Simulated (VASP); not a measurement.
# SiNi (Pnma) in VASP: notebook

Runs on SiNi. Level: LDA. Tasks: relaxation of cell and atoms.

Everything below comes from runs of VASP 6.6.1. Logs are shortened: lines on timing, memory, paths and dates and some standing lists are left out, and cuts for length are marked.

## Step 1: The crystal as given

It takes space group Pnma (No. 62, orthorhombic). The conventional cell has a = 5.173 Å, b = 3.338 Å, c = 5.605 Å, α = 90.00°, β = 90.00°, γ = 90.00°. Si (site symmetry m) has 6 Ni at 2.28 to 2.40 Å as nearest neighbours. Ni (site symmetry m) is surrounded by 6 Si at 2.28 to 2.40 Å.

## Step 2: Relaxation of cell and atoms, LDA

Contents of INCAR:

```
PREC     = Accurate       # precision mode
ENCUT    = 600            # plane-wave cutoff, eV
EDIFF    = 1E-6           # SCF threshold, eV
ISMEAR   = 1              # smearing method
SIGMA    = 0.1            # smearing width, eV
LREAL    = False          # projectors in reciprocal space
LASPH    = True           # aspherical terms in the spheres
NELM     = 80             # most SCF steps
ALGO     = Normal         # electronic algorithm
ISIF     = 3              # what is computed and relaxed
LWAVE    = False          # write WAVECAR
LCHARG   = False          # write CHGCAR
IBRION   = 2              # ionic algorithm
NSW      = 90             # ionic steps
EDIFFG   = -0.01          # ionic threshold
KPAR     = 4
```

Contents of KPOINTS:

```
regular mesh
0
Gamma
  8 12 8
```

Contents of POSCAR:

```
SiNi
1.0
    5.1731000000      0.0000000000      0.0000000000
    0.0000000000      3.3381000000      0.0000000000
    0.0000000000      0.0000000000      5.6049000000
Si Ni
4 4
Direct
    0.3212800000      0.7500000000      0.0825000000
    0.1787200000      0.2500000000      0.5825000000
    0.8212800000      0.7500000000      0.4175000000
    0.6787200000      0.2500000000      0.9175000000
    0.0077900000      0.2500000000      0.1875200000
    0.4922100000      0.7500000000      0.6875200000
    0.5077900000      0.2500000000      0.3124800000
    0.9922100000      0.7500000000      0.8124800000
```

Potentials or basis: VASP PAW LDA potentials, release 64 (Si, Ni).

Launch:

```sh
$ cat potpaw_LDA.64/Si/POTCAR potpaw_LDA.64/Ni/POTCAR > POTCAR
$ mpirun -np 4 vasp_std > vasp.out
```

OUTCAR:

```text
PREC = Accurate
   ENCUT = 600
   EDIFF = 1E-6
   ISMEAR = 1
   LREAL = False
   LASPH = True
   NELM = 80
   ISIF = 3
   IBRION = 2
   NSW = 90
   EDIFFG = -0.01

 ion  position               nearest neighbor table
   1  0.321  0.750  0.083-   8 2.28   7 2.32   7 2.32   6 2.38   5 2.40   5 2.40   4 2.66   4 2.66

   2  0.179  0.250  0.583-   7 2.28   8 2.32   8 2.32   5 2.38   6 2.40   6 2.40   3 2.66   3 2.66

   3  0.821  0.750  0.417-   6 2.28   5 2.32   5 2.32   8 2.38   7 2.40   7 2.40   2 2.66   2 2.66

   4  0.679  0.250  0.917-   5 2.28   6 2.32   6 2.32   7 2.38   8 2.40   8 2.40   1 2.66   1 2.66

   5  0.008  0.250  0.188-   4 2.28   3 2.32   3 2.32   2 2.38   1 2.40   1 2.40   7 2.68   7 2.68
                             8 2.69   8 2.69
   6  0.492  0.750  0.688-   3 2.28   4 2.32   4 2.32   1 2.38   2 2.40   2 2.40   8 2.68   8 2.68
                             7 2.69   7 2.69
   7  0.508  0.250  0.312-   2 2.28   1 2.32   1 2.32   4 2.38   3 2.40   3 2.40   5 2.68   5 2.68
                             6 2.69   6 2.69
   8  0.992  0.750  0.812-   1 2.28   2 2.32   2 2.32   3 2.38   4 2.40   4 2.40   6 2.68   6 2.68
                             5 2.69   5 2.69

  LATTYP: Found a simple orthorhombic cell.
 ALAT       =     3.3381000000
 B/A-ratio  =     1.5497139091
 C/A-ratio  =     1.6790689314

  Lattice vectors:

 A1 = (   0.0000000000,  -3.3381000000,   0.0000000000)
 A2 = (   5.1731000000,   0.0000000000,   0.0000000000)
 A3 = (   0.0000000000,   0.0000000000,   5.6049000000)

Analysis of symmetry for initial positions (statically):
=====================================================================
 Subroutine PRICEL returns:
 Original cell was already a primitive cell.

 Routine SETGRP: Setting up the symmetry group for a
 simple orthorhombic supercell.

 Subroutine GETGRP returns: Found  8 space group operations
 (whereof  2 operations were pure point group operations)
 out of a pool of  8 trial point group operations.

The static configuration has the point symmetry S_2 .
 The point group associated with its full space group is D_2h.

Analysis of symmetry for dynamics (positions and initial velocities):
=====================================================================
 Subroutine PRICEL returns:
 Original cell was already a primitive cell.

 Routine SETGRP: Setting up the symmetry group for a
 simple orthorhombic supercell.

 Subroutine GETGRP returns: Found  8 space group operations
 (whereof  2 operations were pure point group operations)
 out of a pool of  8 trial point group operations.

The dynamic configuration has the point symmetry S_2 .
 The point group associated with its full space group is D_2h.

 Subroutine INISYM returns: Found  8 space group operations
 (whereof  2 operations are pure point group operations),
 and found     1 'primitive' translations

----------------------------------------------------------------------------------------

                                     Primitive cell

  volume of cell :      96.7872

  direct lattice vectors                    reciprocal lattice vectors
     5.173100000  0.000000000  0.000000000     0.193307688  0.000000000  0.000000000
     0.000000000  3.338100000  0.000000000     0.000000000  0.299571613  0.000000000
     0.000000000  0.000000000  5.604900000     0.000000000  0.000000000  0.178415315

  length of vectors
     5.173100000  3.338100000  5.604900000     0.193307688  0.299571613  0.178415315

  position of ions in fractional coordinates (direct lattice)
     0.321280000  0.750000000  0.082500000
     0.178720000  0.250000000  0.582500000
     0.821280000  0.750000000  0.417500000
     0.678720000  0.250000000  0.917500000
     0.007790000  0.250000000  0.187520000
     0.492210000  0.750000000  0.687520000
     0.507790000  0.250000000  0.312480000
     0.992210000  0.750000000  0.812480000

  ion indices of the primitive-cell ions
   primitive index   ion index
                 1           1
                 2           2
                 3           3
                 4           4
                 5           5
                 6           6
                 7           7
                 8           8

----------------------------------------------------------------------------------------

 KPOINTS: regular mesh

Automatic generation of k-mesh.
 Grid dimensions read from file:
 generate k-points for:    8   12    8

 Generating k-lattice:

  Cartesian coordinates                     Fractional coordinates (reciprocal lattice)
     0.024163461  0.000000000  0.000000000     0.125000000  0.000000000  0.000000000
     0.000000000  0.024964301  0.000000000     0.000000000  0.083333333  0.000000000
     0.000000000  0.000000000  0.022301914     0.000000000  0.000000000  0.125000000

  Length of vectors
     0.024163461  0.024964301  0.022301914

  Shift w.r.t. Gamma in fractional coordinates (k-lattice)
     0.000000000  0.000000000  0.000000000

 Subroutine IBZKPT returns following result:
 ===========================================

 Found    175 irreducible k-points:

 Following reciprocal coordinates:
            Coordinates               Weight
  0.000000  0.000000  0.000000      1.000000
  0.125000  0.000000  0.000000      2.000000
  0.250000  0.000000  0.000000      2.000000
  0.375000  0.000000  0.000000      2.000000
  0.500000  0.000000  0.000000      1.000000
  0.000000  0.083333  0.000000      2.000000
[... 16 lines left out ...]
  0.250000  0.333333  0.000000      4.000000
  0.375000  0.333333  0.000000      4.000000
 [... further k-points ...]
   k-points           NKPTS =    175   k-points in BZ     NKDIM =    175   number of bands    NBANDS=     33
   number of dos      NEDOS =    301   number of ions     NIONS =      8
   total plane-waves  NPLWV =  56448
   dimension x,y,z NGX =    42 NGY =   28 NGZ =   48
   dimension x,y,z NGXF=    84 NGYF=   56 NGZF=   96
   ions per type =               4   4
   NGX,Y,Z   is equivalent  to a cutoff of  13.50, 13.94, 14.24 a.u.
   NGXF,Y,Z  is equivalent  to a cutoff of  26.99, 27.89, 28.47 a.u.
 SYSTEM =  unknown system
   PREC   = accura    normal or accurate (medium, high low for compatibility)
   ISTART =      0    job   : 0-new  1-cont  2-samecut
   ICHARG =      2    charge: 1-file 2-atom 10-const
   ISPIN  =      1    spin polarized calculation?
   LNONCOLLINEAR =      F non collinear calculations
   LSORBIT =      F    spin-orbit coupling
   LASPH  =      T    aspherical Exc in radial PAW
   ENCUT  =  600.0 eV  44.10 Ry    6.64 a.u.  10.33  6.67 11.19*2*pi/ulx,y,z
   NELM   =     80;   NELMIN=  2; NELMDL= -5     # of ELM steps
   EDIFF  = 0.1E-05   stopping-criterion for ELM
   LREAL  =      F    real-space projection
   EDIFFG = -.1E-01   stopping-criterion for IOM
   NSW    =     90    number of steps for IOM
   IBRION =      2    ionic relax: 0-MD 1-quasi-New 2-CG
   NFREE  =      1    steps in history (QN), initial steepest desc. (CG)
   ISIF   =      3    stress and relaxation
   ISYM   =      2    0-nonsym 1-usesym 2-fastsym
   POTIM  = 0.5000    time-step for ionic-motion
   TEBEG  =    0.0;   TEEND  =   0.0 temperature during run
   PSTRESS=    0.0 pullay stress
   NELECT =      56.0000    total number of electrons
   NUPDOWN=      -1.0000    fix difference up-down
   EMIN   =  10.00;   EMAX   =-10.00  energy-range for DOS
   EFERMI =   0.00;   METHOD = LEGACY
   ISMEAR =     1;   SIGMA  =   0.10  broadening in eV -4-tet -1-fermi 0-gaus
   EFERMI_NEDOS =   21; number of points for ismear=-14 and -15
   IALGO  =     38    algorithm
   IMIX   =      4    mixing-type and parameters
     AMIX     =   0.40;   BMIX     =  1.00
     AMIX_MAG =   1.60;   BMIX_MAG =  1.00
  volume/ion in A,a.u.               =      12.10        81.64
  Fermi-wavevector in a.u.,A,eV,Ry     =   1.364158  2.577886 25.319466  1.860928
  Thomas-Fermi vector in A             =   2.490499
   LORBIT       =      0    0 simple, 1 ext, 2 COOP (PROOUT), +10 PAW based schemes
   GGA     = CA    functional components
   LHFCALC =     F    Hartree Fock is set to
   AEXX    =    0.0000 exact exchange contribution
   IVDW    =     0    specifies the selected vdW correction
   LEPSILON=     F    determine dielectric tensor
   LRPA    =     F    only Hartree local field effects (RPA)
 conjugate gradient relaxation of ions
 non-spin polarized calculation
 Methfessel and Paxton  Order N= 1 SIGMA  =   0.10
  energy-cutoff  :      600.00
  volume of cell :       96.79
 maximum number of plane-waves:      3260
 NGX is ok and might be reduce to    42
   NGX = 21   NGY = 13   NGZ = 23

--------------------------------------- Ionic step        1  -------------------------------------------

 number of electron      56.0000001 magnetization

 Free energy of the ion-electron system (eV)
  ---------------------------------------------------
  ext. energy  EPLUGINS =         0.00000000
  ---------------------------------------------------
  free energy    TOTEN  =       -54.93288270 eV

  energy without entropy =      -54.93133058  energy(sigma->0) =      -54.93236533

------------------------ aborting loop because EDIFF is reached ----------------------------------------

  FORCE on cell =-STRESS in cart. coord.  units (eV):
  Direction    XX          YY          ZZ          XY          YZ          ZX
  --------------------------------------------------------------------------------------
  -------------------------------------------------------------------------------------
  Total       -5.6933431     -4.7574925     -5.3163107      0.0000000      0.0000000      0.0000000
  in kB      -94.2453328    -78.7536360    -88.0040893      0.0000000      0.0000000      0.0000000
  external PRESSURE =     -87.0010194 kB  Pullay stress =       0.0000000 kB
[... 107 lines left out ...]
  FREE ENERGIE OF THE ION-ELECTRON SYSTEM (eV)
  ---------------------------------------------------
  free  energy   TOTEN  =       -55.0616266655 eV

  energy  without entropy=      -55.0602042506  energy(sigma->0) =      -55.06115253

[... ionic steps 4 to 13 ...]

--------------------------------------- Ionic step       14  -------------------------------------------

 number of electron      56.0000019 magnetization

------------------------ aborting loop because EDIFF is reached ----------------------------------------
[... 79 lines left out ...]
--------------------------------------- Ionic step       16  -------------------------------------------

 number of electron      56.0000018 magnetization

 Free energy of the ion-electron system (eV)
  ---------------------------------------------------
  ext. energy  EPLUGINS =         0.00000000
  ---------------------------------------------------
  free energy    TOTEN  =       -55.07313973 eV

  energy without entropy =      -55.07430821  energy(sigma->0) =      -55.07352923

 E-fermi :  11.0404     XC(G=0): -12.6539

 val. band max:       11.0372316780   @ k =   0.2500   0.2500   0.2500
 cond. band min:      11.0498375669   @ k =   0.0000   0.4167   0.2500
 fundamental gap:      0.0126058889
 Fermi energy:        11.0404005769

 k-point     1 :       0.0000    0.0000    0.0000
  band No.  band energies     occupation
      1      -2.3241      2.00000
      2       1.2927      2.00000
      3       2.3863      2.00000
      4       3.1142      2.00000
      5       4.2430      2.00000
      6       4.7606      2.00000
[... 853 lines left out ...]
     32      12.7868     -0.00000
     33      13.6474      0.00000

 [... further k-points ...]
[... 5 lines left out ...]
  --------------------------------------------------------------------------------------
  -------------------------------------------------------------------------------------
  Total        0.0672890      0.0503039      0.0418955      0.0000000      0.0000000      0.0000000
  in kB        1.1691377      0.8740239      0.7279283      0.0000000      0.0000000      0.0000000
  external PRESSURE =       0.9236967 kB  Pullay stress =       0.0000000 kB
[... 23 lines left out ...]
  FREE ENERGIE OF THE ION-ELECTRON SYSTEM (eV)
  ---------------------------------------------------
  free  energy   TOTEN  =       -55.0731397341 eV

  energy  without entropy=      -55.0743082101  energy(sigma->0) =      -55.07352923

 reached required accuracy - stopping structural energy minimisation
```

It took 21 min on 4 MPI ranks of Intel Xeon Platinum 8488C (Sapphire Rapids), shared host; peak memory 0.61 GiB.

What came out:

| Property | Result |
| --- | --- |
| Free energy | -55.0731 eV |
| Relaxed volume | 11.53 Å³/atom |
| Relaxed cell | a = 5.044 Å, b = 3.338 Å, c = 5.477 Å, α = 90.00°, β = 90.00°, γ = 90.00° |
| Space group after relaxing (to 0.05 Å) | Pnma (No. 62) |
| Energy gained by relaxing | 17.5 meV/atom |
| Ionic steps | 16 |
| Pressure after relaxing | 0.1 GPa |
| Largest force after relaxing | 0.007 eV/Å |
| Band gap on the k mesh | none (metal or under the smearing width) |

Forces in eV/Å, atoms in the order of the input:
```
Si   0.001  0.000  0.001
Si  -0.001  0.000  0.001
Si   0.001  0.000 -0.001
Si  -0.001  0.000 -0.001
Ni   0.007  0.000 -0.002
Ni  -0.007  0.000 -0.002
Ni   0.007  0.000  0.002
Ni  -0.007  0.000  0.002
```

The path:
| step | energy change (eV) | largest force (eV/Å) | pressure (GPa) | volume (Å³) |
| --- | --- | --- | --- | --- |
| 1 | 0.0000 | 0.1595 | -8.70 | 96.79 |
| 2 | 0.0255 | 0.2193 | 11.61 | 87.87 |
| 3 | -0.1287 | 0.1056 | 0.03 | 92.37 |
| 4 | -0.1287 | 0.1054 | 0.04 | 92.28 |
| 5 | -0.1281 | 0.1055 | 0.76 | 92.03 |
| 6 | -0.1286 | 0.1054 | 0.36 | 92.19 |
| 7 | -0.1321 | 0.0752 | 0.35 | 92.17 |
| 8 | -0.1358 | 0.0957 | 0.43 | 92.11 |
| 9 | -0.1383 | 0.0626 | -0.26 | 92.42 |
| 10 | -0.1385 | 0.0508 | -0.54 | 92.53 |
| 11 | -0.1398 | 0.0414 | 0.13 | 92.25 |
| 12 | -0.1398 | 0.0417 | 0.09 | 92.24 |
| 13 | -0.1401 | 0.0259 | -0.01 | 92.27 |
| 14 | -0.1402 | 0.0119 | -0.10 | 92.30 |
| 15 | -0.1402 | 0.0095 | -0.10 | 92.31 |
| 16 | -0.1403 | 0.0071 | 0.09 | 92.21 |

Final structure:
```
Si Ni
1.0
     5.04440    0.00000    0.00000
     0.00000    3.33779    0.00000
     0.00000    0.00000    5.47671
Si Ni
4 4
Direct
  0.32001 0.75000 0.08735
  0.17999 0.25000 0.58735
  0.82001 0.75000 0.41265
  0.67999 0.25000 0.91265
  0.00928 0.25000 0.18782
  0.49072 0.75000 0.68782
  0.50928 0.25000 0.31218
  0.99072 0.75000 0.81218
```

Levels at points of the mesh, in eV from the Fermi level:
| k point | band 25 | band 26 | band 27 | band 28 | band 29 | band 30 | band 31 | band 32 |
| --- | --- | --- | --- | --- | --- | --- | --- | --- |
| (0.00, 0.00, 0.00) | -1.87 | -1.36 | -1.21 | -0.98 | 0.70 | 1.46 | 3.43 | 3.82 |
| (0.50, 0.00, 0.00) | -1.98 | -1.98 | 1.00 | 1.00 | 1.14 | 1.14 | 3.79 | 3.79 |
| (0.00, 0.50, 0.00) | -2.08 | -2.08 | -1.51 | -1.51 | -0.63 | -0.63 | 2.12 | 2.12 |
| (0.50, 0.50, 0.00) | -1.83 | -1.83 | -1.83 | -1.83 | 0.51 | 0.51 | 0.51 | 0.51 |
| (0.00, 0.00, 0.50) | -1.46 | -1.46 | -0.20 | -0.20 | 0.84 | 0.84 | 3.45 | 3.45 |
| (0.50, 0.00, 0.50) | -0.97 | -0.97 | 0.87 | 0.87 | 2.37 | 2.37 | 2.65 | 2.65 |
| (0.00, 0.50, 0.50) | -2.17 | -2.17 | -1.82 | -1.82 | 0.20 | 0.20 | 1.44 | 1.44 |
| (0.50, 0.50, 0.50) | -2.05 | -2.05 | -2.05 | -2.05 | 2.71 | 2.71 | 2.71 | 2.71 |

Spin polarisation is off, so any magnetic state and its effect on volume and gap are missing. LDA usually gives volumes a few per cent too small.

## Step 3: Relaxation of cell and atoms, LDA

This run uses another cell than the first one, of 11.53 Å³/atom, 0.953 times its volume.

INCAR: that of step 2 with these lines changed.

```diff
@@ -2,3 +2,3 @@
 ENCUT    = 600            # plane-wave cutoff, eV
-EDIFF    = 1E-6           # SCF threshold, eV
+EDIFF    = 1E-7           # SCF threshold, eV
 ISMEAR   = 1              # smearing method
@@ -14,3 +14,3 @@
 NSW      = 90             # ionic steps
-EDIFFG   = -0.01          # ionic threshold
+EDIFFG   = -0.005         # ionic threshold
 KPAR     = 4
```

KPOINTS is that of step 2.

Contents of POSCAR:

```
SiNi                                    
1.0
    5.0444031498     -0.0000000000      0.0000000000
   -0.0000000000      3.3377927104      0.0000000000
    0.0000000000      0.0000000000      5.4767105301
  Si              Ni            
     4     4
Direct
     0.3200139077615282    0.7500000000000000    0.0873505880115758
     0.1799860922384719    0.2500000000000000    0.5873505880115756
     0.8200139077615282    0.7500000000000000    0.4126494119884243
     0.6799860922384718    0.2500000000000000    0.9126494119884244
     0.0092781463006512    0.2500000000000000    0.1878223408705816
     0.4907218536993487    0.7500000000000000    0.6878223408705816
     0.5092781463006512    0.2500000000000000    0.3121776591294185
     0.9907218536993488    0.7500000000000000    0.8121776591294184
```

Potentials or basis: VASP PAW LDA potentials, release 64 (Si, Ni).

Launch:

```sh
$ cat potpaw_LDA.64/Si/POTCAR potpaw_LDA.64/Ni/POTCAR > POTCAR
$ mpirun -np 4 vasp_std > vasp.out
```

Run time: 4.4 min. Hardware: 4 MPI ranks of Intel Xeon Platinum 8488C (Sapphire Rapids), shared host; peak memory 0.56 GiB.

It converged, with:

| Quantity | Value |
| --- | --- |
| Free energy | -55.0715 eV |
| Relaxed volume | 11.53 Å³/atom |
| Relaxed cell | a = 5.046 Å, b = 3.338 Å, c = 5.477 Å, α = 90.00°, β = 90.00°, γ = 90.00° |
| Space group after relaxing (to 0.05 Å) | Pnma (No. 62) |
| Energy gained by relaxing | 0.0 meV/atom |
| Ionic steps | 3 |
| Pressure after relaxing | 0.0 GPa |
| Largest force after relaxing | 0.004 eV/Å |
| Band gap on the k mesh | none (metal or under the smearing width) |

Forces on the atoms (eV/Å):
```
Si   0.000  0.000  0.000
Si   0.000  0.000  0.000
Si   0.000  0.000  0.000
Si   0.000  0.000  0.000
Ni   0.004  0.000  0.000
Ni  -0.004  0.000  0.000
Ni   0.004  0.000  0.000
Ni  -0.004  0.000  0.000
```

Final structure:
```cif
data_structure
_symmetry_space_group_name_H-M 'P 1'
_symmetry_Int_Tables_number 1
_cell_length_a 5.0456
_cell_length_b 3.3384
_cell_length_c 5.4775
_cell_angle_alpha 90.000
_cell_angle_beta 90.000
_cell_angle_gamma 90.000
_cell_volume 92.26
loop_
_atom_site_label
_atom_site_type_symbol
_atom_site_fract_x
_atom_site_fract_y
_atom_site_fract_z
_atom_site_occupancy
Si1 Si 0.32002 0.75000 0.08736 1
Si2 Si 0.17998 0.25000 0.58736 1
Si3 Si 0.82002 0.75000 0.41264 1
Si4 Si 0.67998 0.25000 0.91264 1
Ni1 Ni 0.00932 0.25000 0.18781 1
Ni2 Ni 0.49068 0.75000 0.68781 1
Ni3 Ni 0.50932 0.25000 0.31219 1
Ni4 Ni 0.99068 0.75000 0.81219 1
```

Levels at points of the mesh, in eV from the Fermi level:
```csv
k point,band 26,band 27,band 28,band 29,band 30,band 31
"(0.00, 0.00, 0.00)",-1.36,-1.21,-0.98,0.70,1.46,3.43
"(0.50, 0.00, 0.00)",-1.98,1.00,1.00,1.14,1.14,3.79
"(0.00, 0.50, 0.00)",-2.08,-1.51,-1.51,-0.63,-0.63,2.12
"(0.50, 0.50, 0.00)",-1.83,-1.83,-1.83,0.51,0.51,0.51
"(0.00, 0.00, 0.50)",-1.46,-0.20,-0.20,0.84,0.84,3.44
"(0.50, 0.00, 0.50)",-0.97,0.87,0.87,2.37,2.37,2.65
"(0.00, 0.50, 0.50)",-2.16,-1.82,-1.82,0.20,0.20,1.43
"(0.50, 0.50, 0.50)",-2.05,-2.05,-2.05,2.71,2.71,2.71
```
